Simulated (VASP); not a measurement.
**HgTe under changes of volume**

One of the cells (32.801 Å³/atom); the others are scaled copies at fixed shape and fractional positions:

```xyz
2
Lattice="0.0000 3.2011 3.2011 3.2011 0.0000 3.2011 3.2011 3.2011 0.0000" Properties=species:S:1:pos:R:3 pbc="T T T"
Hg    0.0000    0.0000    0.0000
Te    3.2011    3.2011    3.2011
```

Measurements of this composition are mostly on another form, of space group No. 216.

- Program: VASP 6.6.1
- Functional: PBE
- Potentials or basis: VASP PAW PBE potentials, release 64 (Hg, Te)
- Cutoff: 520 eV
- k mesh: 7 × 7 × 7
- Occupations: fermi-dirac, width 0.05 eV
- Spin: no spin polarisation

```csv
volume (Å³/atom),energy over the lowest point (meV/atom),pressure (GPa)
30.228,0.00,-1.8
30.871,8.56,-2.5
31.514,?,?
32.801,49.14,-4.1
33.444,66.50,-4.5
34.087,85.33,-4.9
```

Task: What does the run at 31.514 Å³/atom give?

Result: Energy over the lowest point 19.85 meV/atom; pressure -3.1 GPa.

Worked out: A Birch-Murnaghan fit of order 3 (a polynomial in V^(-2/3)) to the other rows has no minimum within the range. It gives 19.85 meV/atom at 31.514 Å³/atom, against the run's 19.85, and -dE/dV = -3.1 GPa, against -3.1.

Energies are extrapolated to zero smearing.
